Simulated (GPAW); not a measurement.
**Fitting the BLYP+D3(BJ) energy curve of ZnSe**

```cif
data_structure
_symmetry_space_group_name_H-M 'P 1'
_symmetry_Int_Tables_number 1
_cell_length_a 4.0076
_cell_length_b 4.0076
_cell_length_c 4.0076
_cell_angle_alpha 60.000
_cell_angle_beta 60.000
_cell_angle_gamma 60.000
_cell_volume 45.51
loop_
_atom_site_label
_atom_site_type_symbol
_atom_site_fract_x
_atom_site_fract_y
_atom_site_fract_z
_atom_site_occupancy
Se1 Se 0.75000 0.75000 0.75000 1
Zn1 Zn 0.00000 0.00000 0.00000 1
```

The cell was scaled at fixed shape and fractions and run with GPAW, PAW data sets generated for this functional, cutoff 600 eV; BLYP+D3(BJ), k mesh 7 × 7 × 7 on the cell of 2 atoms, fermi-dirac occupations of 0.05 eV, no spin polarisation, no spin-orbit coupling. Energies are those that the program minimises, any entropy of the smearing included.

| V (Å³/atom) | energy over the lowest row (meV/atom) |
| --- | --- |
| 21.3912 | 11.219 |
| 21.8463 | 3.454 |
| 22.3015 | 0.000 |
| 22.7566 | 0.399 |
| 23.2117 | ? |
| 23.6669 | 11.099 |
| 24.1220 | 20.711 |

Question: Fit the third-order Birch-Murnaghan form, give V0, B0 and B′, and predict the energy left open.

Answer: With y = (V0/V)^(2/3), E = E0 + (9 V0 B0/16) [(y - 1)³ B′ + (y - 1)² (6 - 4y)]. Least squares through the rows shown give V0 = 22.4778 Å³/atom, E0 = -0.278 meV, B0 = 63.88 GPa (1 eV/Å³ = 160.218 GPa) and B′ = 4.66, with a largest miss of 0.003 meV. At V = 23.2117 the form with these constants gives 4.218 meV; the run gave 4.214 meV an atom. Measured volume: 22.77 Å³/atom at 300 K (a printed reference work), so the fit lies -1.3 % from it. The runs are for a static lattice.
